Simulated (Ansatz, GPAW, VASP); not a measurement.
## InAs: programs and potentials compared

```xyz
2
Lattice="0.0000 3.0180 3.0180 3.0180 0.0000 3.0180 3.0180 3.0180 0.0000" Properties=species:S:1:pos:R:3 pbc="T T T"
In    0.0000    0.0000    0.0000
As    4.5270    4.5270    4.5270
```

Alike in all runs: task single point; functional PBE; k mesh 8 × 8 × 8; occupations gaussian, width 0.03 eV; no spin polarisation; no spin-orbit coupling. A missing gap at this level doesn't show that the real crystal is a metal. Pressure is positive in compression and, in plane waves, holds the error of the finite cutoff, which Ansatz's Pulay term estimates and takes out.

| program and potentials | plane-wave cutoff (eV) | notes | band gap (eV) | pressure (GPa) |
| --- | --- | --- | --- | --- |
| Ansatz, Ansatz PAW | 420 | 14 valence electrons an atom on average; Pulay term of +0.04 GPa included | no gap | 4.29 |
| Ansatz, all-electron LAPW, scalar-relativistic | - | - | no gap | 4.30 |
| GPAW, GPAW PAW data sets (gpaw-data 1.2.1) | 600 | 9 valence electrons an atom on average | no gap | 4.04 |
| VASP, PBE PAW files As, In_d, 520 eV | 520 | 9 valence electrons an atom on average | ? | ? |

Task: Estimate from the other rows what the run with VASP, PBE PAW files As, In_d, 520 eV gave.

Result: No band gap; pressure 4.36 GPa. The other rows, which needn't bracket it: pressure 4.04 to 4.30.
